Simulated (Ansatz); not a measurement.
Sb2Pt: equilibrium volume by level of theory

```cif
data_structure
_symmetry_space_group_name_H-M 'Pa-3'
_symmetry_Int_Tables_number 205
_cell_length_a 6.4423
_cell_length_b 6.4423
_cell_length_c 6.4423
_cell_angle_alpha 90.000
_cell_angle_beta 90.000
_cell_angle_gamma 90.000
_cell_volume 267.38
loop_
_atom_site_label
_atom_site_type_symbol
_atom_site_symmetry_multiplicity
_atom_site_Wyckoff_symbol
_atom_site_fract_x
_atom_site_fract_y
_atom_site_fract_z
_atom_site_occupancy
Pt1 Pt 4 a 0.00000 0.50000 0.50000 1
Sb1 Sb 8 c 0.37530 0.12470 0.87530 1
```

| rung | level | program and potentials | cutoff (eV) | k mesh | smearing | core time | chip | equilibrium volume (Å³/atom) | notes |
| --- | --- | --- | --- | --- | --- | --- | --- | --- | --- |
| GGA | PBEsol | Ansatz, Ansatz PAW | 420 | 4 × 4 × 4 | fermi-dirac 0.05 | 2 min | Arm Neoverse V2 | 22.53 | potentials made for PBE, which Ansatz adapts in part |
| LDA | LDA | Ansatz, Ansatz PAW | 420 | 4 × 4 × 4 | fermi-dirac 0.05 | 2.3 min | AMD EPYC 7R43 Zen 3 | 22.10 | potentials made for PBE, which Ansatz adapts in part |
| GGA | PBE | Ansatz, Ansatz PAW | 420 | 4 × 4 × 4 | fermi-dirac 0.05 | 2.8 min | AMD EPYC 7R43 Zen 3 | 23.49 | - |
| meta-GGA | r2SCAN | Ansatz, Ansatz PAW | 500 | 4 × 4 × 4 | fermi-dirac 0.05 | 3.6 min | Arm Neoverse V2 | 22.96 | potentials made for PBE, which Ansatz adapts in part |

Times are single runs on shared hosts and different chips, so they are rough; meshes, cutoffs and the tasks' sizes weigh on the time. Task: relaxation of cell and atoms. All rows: no spin polarisation. Smearing widths are in eV. For a metal such meshes aren't converged. Meshes are those of the run's cell of 12 atoms unless a note names another. Relaxations start from the cell shown or near it and stop with a little pressure left. Runs on faulty files, with rough fits or with known faults for this quantity aren't shown. No row holds spin-orbit coupling.

By rung: LDA 22.10; GGA 22.53 to 23.49; meta-GGA 22.96 (Å³/atom).
